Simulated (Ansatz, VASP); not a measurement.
**GaN: VASP beside Ansatz**

One calculation is typed for both programs; each brings its own data sets and cutoff. How far apart do they land? The cell is taken from a series of VASP runs on this material, whose earlier steps may have relaxed, scaled or displaced it; both programs get it as it stands.

Program: Ansatz 0.2.0. Level of theory: plane waves, with VASP 6.6.1 beside it; relaxation of cell and atoms at LDA and band structure at r2SCAN-EpsX with an exact-exchange share of 0.17. Results are calculated unless marked as measured.

## Step 1: The structure

It takes space group F-43m (No. 216, cubic). The conventional cell has a = 4.464 Å, b = 4.464 Å, c = 4.464 Å, α = 90.00°, β = 90.00°, γ = 90.00°. Nearest to Ga lie 4 N at 1.93 Å. Nearest to N lie 4 Ga at 1.93 Å. Farther neighbours and most contacts between anions are not listed.

## Step 2: Ansatz: relaxation of cell and atoms, LDA

Ansatz runs on its default PAW (the set named soft_2) files.

The relaxed volume is the usual yardstick between codes: its relative difference is about their pressure difference at one cell divided by the bulk modulus.

File input.yaml:

```yaml
crystal:
  lattice:
    - [0.0, 2.2318818062, 2.2318818062]
    - [2.2318818062, 0.0, 2.2318818062]
    - [2.2318818062, 2.2318818062, 0.0]
  atoms:
    - { symbol: Ga, position: [0.0, 0.0, 0.0] }
    - { symbol: "N", position: [0.25, 0.25, 0.25] }
hamiltonian:
  xc: lda
  pseudopotentials: { kind: paw }
kpoints:
  mp_grid: { grid: [8, 8, 8] }
scf:
  occupations: { method: gaussian, width: 0.03 }
relax:
  f_tol: 0.01
  max_steps: 60
  cell: { stress_tol: 0.05 }
output:
  forces: true
  stress: true
```

Command:

```console
$ ansatz run input.yaml --threads 4 --pin off --max-ram 9216MiB --backend cpu --events-out ev --progress --plain --runs-dir out
```

Numbers of over 12 decimals in the logs are rounded to 6 here.

Output:

```text
Engine: ansatz 0.2.0, x86_64-unknown-linux-gnu
Pseudopotentials: kind: paw
Pseudopotential: Ga, paw, valence charge 13, recommended cutoff 420 eV (normal), Ga.paw.azcp
Pseudopotential: N, paw, valence charge 5, recommended cutoff 420 eV (normal), N.paw.azcp
Functional definition: SPW92
  exchange = slater_x
  correlation = pw_c
Crystal: 2 atoms, lattice volume = 22.235 Å³
Basis set: ecut = 420 eV, 411 PW (Γ)
Bands: 13, of which v1, the nominal top of the filled ones, is band 9 counted from 1 (8 counted from 0)
Symmetry: 24 space group operations
Space group: F-43m (ITA 216), of the structure as read, at distance tolerance 2.8e-5 Å
k-points: 29 of 512 (time reversal used)
Non-local potential: Ga, projectors of the file, l = 0: 2, l = 1: 2, l = 2: 3, l = 3: 1
Non-local potential: N, projectors of the file, l = 0: 2, l = 1: 2, l = 2: 1
PAW form: soft (Blöchl's): semilocal exchange-correlation on the pseudo side does not see the compensation charge
PAW frozen core: Ga, regenerated for the run's functional, and the local potential with it (the file was generated under x = pbe(κ = 0.804, μ = 0.219515), c = pbe(β = 0.066725))
PAW frozen core: N, regenerated for the run's functional, and the local potential with it (the file was generated under x = pbe(κ = 0.804, μ = 0.219515), c = pbe(β = 0.066725))
PAW one-centre angular grid: Ga, 590 points (default); XC on 64 Gauss nodes
PAW one-centre angular grid: N, 110 points (default); XC on 64 Gauss nodes
Initial density: superposition of atomic densities (neutral atoms: chi_scale 0, normalization atom), corrected by the library's trained network
Initial wavefunctions: pseudopotential atomic-orbital guess
Functional: x = slater, c = lda
SCF iter   1: F=—  HF=-4082.093154 eV  |F-HF|=—  |Δ(HF+E_count)|=         —  Δρ=1.30e-2  dr2=3.54e-2  ethr=1.77e-3  ⟨swp⟩=5.4  Hψ=2020  notcnv=0
preconditioner: auto → none  [insulator: Δε(μ)=1.815 eV  Ē_g=18.854 eV  σ=0.030 eV  W_gap=1.00  n_scr=8 (ndim 8)  ℏωp=33.4 eV  f_vac=0.000  D(μ)=0.00/eV (n_scr^D=0)  ε∞_Penn≈4.1]
SCF iter   2: F=—  HF=-4082.084008 eV  |F-HF|=—  |Δ(HF+E_count)|=   9.15e-3  Δρ=4.62e-3  dr2=4.95e-3  ethr=1.97e-4  ⟨swp⟩=2.0  Hψ=721  notcnv=0
SCF iter   3: F=—  HF=-4082.082684 eV  |F-HF|=—  |Δ(HF+E_count)|=   1.32e-3  Δρ=1.45e-3  dr2=1.74e-4  ethr=2.75e-5  ⟨swp⟩=2.9  Hψ=705  notcnv=0
SCF iter   4: F=—  HF=-4082.082539 eV  |F-HF|=—  |Δ(HF+E_count)|=   1.44e-4  Δρ=3.91e-4  dr2=1.00e-5  ethr=9.64e-7  ⟨swp⟩=2.2  Hψ=605  notcnv=0
SCF iter   5: F=—  HF=-4082.082536 eV  |F-HF|=—  |Δ(HF+E_count)|=   3.54e-6  Δρ=2.54e-5  dr2=6.71e-8  ethr=5.55e-8  ⟨swp⟩=2.7  Hψ=592  notcnv=0
SCF iter   6: F=-4082.082536 eV  HF=-4082.082536 eV  |F-HF|=1.15e-9  |Δ(HF+E_count)|=   1.35e-8  Δρ=3.96e-6  dr2=2.43e-9  ethr=3.73e-10  ⟨swp⟩=2.2  Hψ=1257  notcnv=0
SCF 1 converged in 6 iterations: F = -4082.082536 eV  dr2 = 2.43e-9
  greatest PAW one-centre occupation: 0.996 electrons in one spin orbital (limit 2), on the Ga atom at site 0 (counted from 0), in its partial waves of l = 2
relax step   1: F+E_penalty+E_count = -4082.08253561 eV  Δ(F+E_penalty+E_count) = +0.000e0 eV  max|allowed force component| = 2.035e-16 eV/Å  Δτ_max = 0.0000 Å  P = -1.142 GPa  Ω = 22.235 Å³  (6 SCF iters, dr2 threshold 1.00e-7 eV, accepted)
[...]
relax step   2: F+E_penalty+E_count = -4082.08320893 eV  Δ(F+E_penalty+E_count) = -6.733e-4 eV  max|allowed force component| = 6.476e-17 eV/Å  Δτ_max = 0.0000 Å  P = -0.461 GPa  Ω = 22.161 Å³  energy of the carried Pulay correction = +3.031e-4 eV  (6 SCF iters, dr2 threshold 2.00e-7 eV, accepted)
[...]
relax step   3: F+E_penalty+E_count = -4082.08348500 eV  Δ(F+E_penalty+E_count) = -2.761e-4 eV  max|allowed force component| = 6.476e-17 eV/Å  Δτ_max = 0.0000 Å  P = +0.004 GPa  Ω = 22.112 Å³  energy of the carried Pulay correction = +5.080e-4 eV  (6 SCF iters, dr2 threshold 2.00e-7 eV, accepted)
[...]
relax step   4: F+E_penalty+E_count = -4082.08305419 eV  Δ(F+E_penalty+E_count) = +4.308e-4 eV  max|allowed force component| = 4.626e-17 eV/Å  Δτ_max = 0.0000 Å  P = -0.025 GPa  Ω = 22.112 Å³  stress off target by 2.48e-2 GPa  SCF on the basis re-selected at this cell (its energy is not comparable with the rows above)  (6 SCF iters)
basis re-selected at this cell: Δ(F+E_penalty+E_count) = +4.308e-4 eV, ΔP = -0.029 GPa vs the last step (what re-selecting the basis moved, of the pressure what is left beyond the Pulay correction that the steps carried, after the strain that the cell walked since its last selection, with what the two solves' SCF thresholds leave and, on support functions, any second-order correction that the steps lacked; it is no m [...]
SCF converged after 6 iterations
Free energy (F): -4082.083054 eV
Harris-Foulkes:  -4082.083054 eV  (|F-HF|=1.82e-12)
Internal energy: -4082.083054 eV  (E = F + TS)
E sigma→0 (E₀):  -4082.083054 eV
Fermi energy:    10.794657 eV
--- Per-component energies (eV) ---
  E_band       = -4.663342
  E_kinetic    = 247.964070
  E_local      = -1926.139618  (includes V_loc(G=0)·N_el)
  E_nonlocal   = 477.639156
  E_hartree    = 885.637473
  E_xc         = -128.237922
  E_vxc        = -134.714317  (∫ρ·V_xc dr)
  E_paw        = -2034.960775  (= ΣΔE_a)
  E_vpaw       = -440.687587  (= ΣTr[D̂ρ^β])
  E_aug_tail   = 0.000006  (compensation charges beyond the density's cutoff)
  E_ewald      = -1605.793967
  E_core_change = 1.808524  (= ΣΔE_core)
  E_smearing   = -0.000000  (= −TS)
  E_closure    = 0.000000  (closes the sum)
  Σ components = -4082.083054   (vs F -4082.083054, Δ=0.00e0)
--- Forces (eV/Å), atoms counted from 1 ---
  atom   1  Ga     0.00000000     0.00000000    -0.00000000
  atom   2  N     -0.00000000    -0.00000000     0.00000000
  max |Σ_I F_I| component: 9.25e-18 eV/Å
--- Stress (GPa, compression-positive) ---
       -0.024827      -0.000000      -0.000000
       -0.000000      -0.024827       0.000000
       -0.000000       0.000000      -0.024827
  P = ⅓ Tr σ = -0.0248 GPa (-0.248 kbar)
--- Relaxed structure (3 steps of the walk, 3 accepted, 1 SCFs on fresh bases) ---
  F+E_penalty+E_count = -4082.08305419 eV   max|allowed force component| = 4.626e-17 eV/Å   (the final SCF, on the basis selected at the relaxed cell)
  cell:  # Å, volume = 22.1117 Å³
    - [0, 2.227736, 2.227736]
    - [2.227736, 0, 2.227736]
    - [2.227736, 2.227736, 0]
  atoms:
    - { symbol: Ga, position: [0, 0, 0] }
    - { symbol: N, position: [0.25, 0.25, 0.25] }
```

Run time: 1.9 s. Hardware: 4 threads of Intel Xeon Platinum 8375C at 2.90GHz (Ice Lake), shared host; peak memory 0.37 GiB.

## Step 3: VASP: relaxation of cell and atoms, LDA

The same cell, functional (in two slightly different forms), mesh and smearing now go to VASP, with its own data sets and cutoff.

Lines of VASP's logs that name or quote its potential files are left out, and so is its time.

File INCAR:

```
SYSTEM = GaN
PREC = Accurate
ENCUT = 520
EDIFF = 1E-06
NELM = 100
ISMEAR = 0
SIGMA = 0.03
LREAL = .FALSE.
ALGO = Normal
GGA = CA
NBANDS = 15
LORBIT = 11
LWAVE = .FALSE.
LCHARG = .FALSE.
KPAR = 4
IBRION = 2
NSW = 50
ISIF = 3
EDIFFG = -0.006
```

File POSCAR:

```
GaN
1.0
    0.0000000000      2.2318818062      2.2318818062
    2.2318818062      0.0000000000      2.2318818062
    2.2318818062      2.2318818062      0.0000000000
Ga N
1 1
Direct
    0.0000000000      0.0000000000      0.0000000000
    0.2500000000      0.2500000000      0.2500000000
```

File KPOINTS:

```
Automatic mesh
0
Gamma
8 8 8
0 0 0
```

Potentials, in the order of the species: Ga_d and N (LDA family, release 64).

Command:

```console
$ mpirun -np 4 vasp_std
```

Output:

```text
[banner, memory and clock lines left out]
running    4 mpi-ranks, on    1 nodes
 distrk:  each k-point on    1 cores,    4 groups
 distr:  one band on    1 cores,    1 groups

 POSCAR found type information on POSCAR GaN
 POSCAR found :  2 types and       2 ions
 LDA part: xc-table for (Slater(with rela. corr.)+CA(PZ))
 , standard interpolation
 POSCAR, INCAR and KPOINTS ok, starting setup
 FFT: planning ... GRIDC
 FFT: planning ... GRID_SOFT
 FFT: planning ... GRID
 WAVECAR not read
 entering main loop
       N       E                     dE             d eps       ncg     rms          rms(c)
DAV:   1     0.770893469825E+02    0.77089E+02   -0.94477E+03   958   0.213E+03
DAV:   2    -0.107212547152E+02   -0.87811E+02   -0.80965E+02  1010   0.319E+02
DAV:   3    -0.159540930500E+02   -0.52328E+01   -0.52099E+01   989   0.687E+01
DAV:   4    -0.160111943947E+02   -0.57101E-01   -0.57096E-01  1032   0.765E+00
DAV:   5    -0.160119663176E+02   -0.77192E-03   -0.77191E-03  1060   0.840E-01    0.759E+00
DAV:   6    -0.140003808388E+02    0.20116E+01   -0.52282E+00  1305   0.438E+01    0.268E+00
DAV:   7    -0.139719363368E+02    0.28445E-01   -0.25938E-01   968   0.635E+00    0.169E+00
DAV:   8    -0.139470974410E+02    0.24839E-01   -0.70163E-02   996   0.295E+00    0.699E-01
DAV:   9    -0.139438632593E+02    0.32342E-02   -0.12198E-02  1199   0.244E+00    0.202E-01
DAV:  10    -0.139439407131E+02   -0.77454E-04   -0.15989E-03  1077   0.584E-01    0.858E-02
DAV:  11    -0.139438599967E+02    0.80716E-04   -0.25995E-04  1319   0.301E-01    0.127E-02
DAV:  12    -0.139438621082E+02   -0.21115E-05   -0.20160E-05   968   0.497E-02    0.193E-03
DAV:  13    -0.139438620379E+02    0.70296E-07   -0.54346E-07   673   0.161E-02
   1 F= -.13943862E+02 E0= -.13943862E+02  d E =-.139439E+02
 curvature:   0.00 expect dE= 0.000E+00 dE for cont linesearch  0.000E+00
 trial: gam= 0.00000 g(F)=  0.709E-44 g(S)=  0.126E-05 ort = 0.000E+00 (trialstep = 0.100E+01)
 search vector abs. value=  0.126E-05
 reached required accuracy - stopping structural energy minimisation
```

From OUTCAR (step 3):

```text
ion  position               nearest neighbor table
   1  0.000  0.000  0.000-   2 1.93   2 1.93   2 1.93   2 1.93
   2  0.250  0.250  0.250-   1 1.93   1 1.93   1 1.93   1 1.93

  LATTYP: Found a face centered cubic cell.
 ALAT       =     4.4637636124

 Subroutine GETGRP returns: Found 24 space group operations
 (whereof 24 operations were pure point group operations)

The static configuration has the point symmetry T_d .

 Found     29 irreducible k-points:

   k-points           NKPTS =     29   k-points in BZ     NKDIM =     29   number of bands    NBANDS=     15

   dimension x,y,z NGX =    24 NGY =   24 NGZ =   24
   dimension x,y,z NGXF=    48 NGYF=   48 NGZF=   48

   ENCUT  =  520.0 eV  38.22 Ry    6.18 a.u.   5.87  5.87  5.87*2*pi/ulx,y,z

   NELECT =      18.0000    total number of electrons

 k-points in reciprocal lattice and weights: Automatic mesh
   0.00000000  0.00000000  0.00000000       0.002
   0.12500000  0.00000000  0.00000000       0.016
   0.25000000  0.00000000  0.00000000       0.016
   0.37500000  0.00000000  0.00000000       0.016
   0.50000000  0.00000000  0.00000000       0.008
   0.12500000  0.12500000  0.00000000       0.012
   0.25000000  0.12500000  0.00000000       0.047
   0.37500000  0.12500000  0.00000000       0.047
   0.50000000  0.12500000  0.00000000       0.047
[...]
-0.37500000  0.50000000  0.12500000       0.023
  -0.25000000  0.50000000  0.25000000       0.012

 average (electrostatic) potential at core
       1 -64.4295       2 -61.6977

 E-fermi :   5.5680

 k-point     1 :       0.0000    0.0000    0.0000
  band No.  band energies     occupation
    ...
      5      -7.8804      2.00000
      6      -7.8804      2.00000
      7       5.3555      2.00000
      8       5.3555      2.00000
      9       5.3555      2.00000
     10       7.2908      0.00000
     11      15.6456      0.00000
     12      15.6456      0.00000
     13      15.6456      0.00000
     14      23.0522      0.00000
    ...

 k-point     2 :       0.1250    0.0000    0.0000
  band No.  band energies     occupation
    ...
      5      -7.8823      2.00000
      6      -7.8823      2.00000
      7       3.8408      2.00000
      8       5.1850      2.00000
      9       5.1850      2.00000
     10       8.3908      0.00000
     11      14.9394      0.00000
     12      15.8930      0.00000
     13      15.8930      0.00000
     14      22.6795      0.00000
    ...

 k-point     3 :       0.2500    0.0000    0.0000
  band No.  band energies     occupation
    ...
      5      -7.8755      2.00000
      6      -7.8494      2.00000
      7       1.4365      2.00000
      8       4.8084      2.00000
      9       4.8084      2.00000
     10       9.5535      0.00000
     11      14.1319      0.00000
     12      16.1228      0.00000
     13      16.1228      0.00000
     14      21.3862      0.00000
    ...

  Total       -0.0041790     -0.0041790     -0.0041790      0.0000000      0.0000000      0.0000000
  in kB       -0.3011178     -0.3011178     -0.3011178      0.0000000      0.0000000      0.0000000
  external PRESSURE =      -0.3011178 kB  Pullay stress =       0.0000000 kB

  energy-cutoff  :      520.00
  volume of cell :       22.24
      direct lattice vectors                 reciprocal lattice vectors
     0.000000000  2.231881806  2.231881806    -0.224026200  0.224026200  0.224026200
     2.231881806  0.000000000  2.231881806     0.224026200 -0.224026200  0.224026200
     2.231881806  2.231881806  0.000000000     0.224026200  0.224026200 -0.224026200

 POSITION                                       TOTAL-FORCE (eV/Angst)
 -----------------------------------------------------------------------------------
      0.00000      0.00000      0.00000        -0.000000     -0.000000     -0.000000
      1.11594      1.11594      1.11594         0.000000      0.000000      0.000000
 -----------------------------------------------------------------------------------
    total drift:                                0.000002      0.000002      0.000003

  FREE ENERGIE OF THE ION-ELECTRON SYSTEM (eV)
  ---------------------------------------------------
  free  energy   TOTEN  =       -13.9438620379 eV

  energy  without entropy=      -13.9438620379  energy(sigma->0) =      -13.94386204

 reached required accuracy - stopping structural energy minimisation

 total charge
# of ion       s       p       d       tot
------------------------------------------
    1        0.804   0.945  10.194  11.943
    2        1.209   2.508   0.000   3.717
--------------------------------------------------
tot          2.013   3.453  10.194  15.660

[... 3 further parts left out ...]
```

The run keeps the 24 symmetry operations of its start, so it cannot find a distortion of lower symmetry.

## Step 4: Comparison

Known differences besides the potentials themselves: the two LDA forms differ slightly; both relaxations stop at a tolerance, which leaves soft axes loose, and VASP keeps its plane-wave basis; the cutoff is 420 eV in Ansatz and 520 eV in VASP; VASP's log shows a relativistic correction to its local exchange, Ansatz's none; Ansatz adds a Pulay correction to the stress that steers its cell, VASP none. Total energies have different zeros and are not compared.

Both answers:

| quantity | Ansatz | VASP | difference |
| --- | --- | --- | --- |
| volume (Å³) | 22.11 | 22.24 | -0.56 % |
| edge a after relaxation, in the typed setting (Å) | 3.151 | 3.156 | -0.19 % |

The walks stopped with -0.02 GPa left in Ansatz and -0.03 GPa in VASP; each walk ends within a tolerance, so the volume difference is uncertain by about these residues over the bulk modulus, most in soft cells.

(Part 1 of 2 ends here.)

[Lines on the potential files, build, host, timing and source positions are cut from VASP's logs without a mark.]

[Logs are printed without paths, hosts, clocks, repeated set-up lines and the standing remarks that a program may print on its own settings, such as how far it seeks lower states.]

[Hosts, paths, dates, database ids (printed as entryN), source tags and the programs' standing remarks are cut or masked in the printed files.]
